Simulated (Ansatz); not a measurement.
A plane-wave DFT run in Ansatz 0.2.0 (scalar-relativistic PAW potentials unless the input names others): input and command.

```yaml
crystal:
  lattice:
    - [0.0, 2.5711351652, 2.5711351652]
    - [2.5711351652, 0.0, 2.5711351652]
    - [2.5711351652, 2.5711351652, 0.0]
  atoms:
    - { symbol: Sr, position: [0.5, 0.5, 0.5] }
    - { symbol: O, position: [0.0, 0.0, 0.0] }
basis:
  ecutwfc: 420
kpoints:
  mp_grid: { grid: [8, 8, 8], kspacing: 0.3 }
hamiltonian:
  xc: pbe
scf:
  occupations: { method: gaussian, width: 0.02 }
  max_iter: 100
output:
  forces: true
  eigenvalues: true
  stress: true
```

```bash
ansatz run input.yaml --threads 1 --pin off --max-ram 2560MiB --backend cpu --events-out ev --progress --plain --runs-dir out
```

Question: What is wrong with this input?

Answer: The program refuses it, because of a mesh typed together with a spacing (kpoints.mp_grid.kspacing: not typed → 0.3). Without that key it is accepted.

Abridged log:
```
Error: invalid value for `kpoints.mp_grid.kspacing`: mutually exclusive with `grid` — set one or the other
```